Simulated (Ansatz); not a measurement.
SiO₂ — ¹⁷O NMR of the central transition

Cell: an entry of the Crystallography Open Database (COD) whose atoms were relaxed with PBE, the cell held.

```cif
data_SiO2
_symmetry_space_group_name_H-M 'P4_12_12'
_symmetry_Int_Tables_number 92
_cell_length_a 4.6320
_cell_length_b 4.6320
_cell_length_c 6.2090
_cell_angle_alpha 90.000
_cell_angle_beta 90.000
_cell_angle_gamma 90.000
loop_
_atom_site_label
_atom_site_type_symbol
_atom_site_symmetry_multiplicity
_atom_site_Wyckoff_symbol
_atom_site_fract_x
_atom_site_fract_y
_atom_site_fract_z
Si Si 4 a 0.3382 0.3382 0.0000
O O 8 b 0.2224 0.1793 0.2165
```

One atom of each set is listed.

All values are calculated (Ansatz; DFT, r2SCAN, plane waves and PAW (field gradients read without the response of the frozen cores, which leaves them typically 4 to 6 % off), scalar-relativistic, 500 eV cutoff, Γ-centred 5×5×4 k-points, Fermi–Dirac smearing 0.02 eV), not measured.

¹⁷O has I = 5/2 and Q = -25.58 mb (Pyykkö 2018); at 35.2 T its Larmor frequency is ν₀ = 203.3 MHz. Only the quadrupole interaction is simulated: positions count from each site's isotropic chemical shift, and J coupling is left out, as are shift anisotropy and dipolar coupling, which fast spinning averages.

Question: What does the ¹⁷O spectrum (fast magic-angle spinning) show for each site?

Answer: 

```json
{"site": "O", "first shell": "2 Si at 1.62 Å, angle 127°", "C_Q (MHz)": "-5.16", "η": "0.44", "P_Q (MHz)": "5.33", "δ_QIS (ppm)": "-4.12", "breadth (kHz)": "1.94"}
```

δ_QIS = −(ν_Q²/30ν₀²)[I(I+1) − 3/4](1 + η²/3) × 10⁶ ppm with ν_Q = 3|C_Q|/[2I(2I−1)]; it falls as 1/B₀² in ppm, and the breadth as 1/B₀ in kHz.

At O V_zz runs parallel to the line that joins its two neighbours (within 2°).

The largest force is 0.4 eV/Å, so the atoms aren't at the calculated equilibrium and relaxing them would move these values. The cell is 22 % smaller than that of α-cristobalite at ambient conditions, so the entry probably stands for a crystal under pressure.

The run took 13 s of wall time (13 s of CPU time) and 0.64 GiB at its peak, on 1 thread of AMD EPYC 9R14 (Zen 4) (x86_64; 16 cores open to the job, memory cap 3.0 GiB, no GPU), a shared host with a load of 0.2 a core.
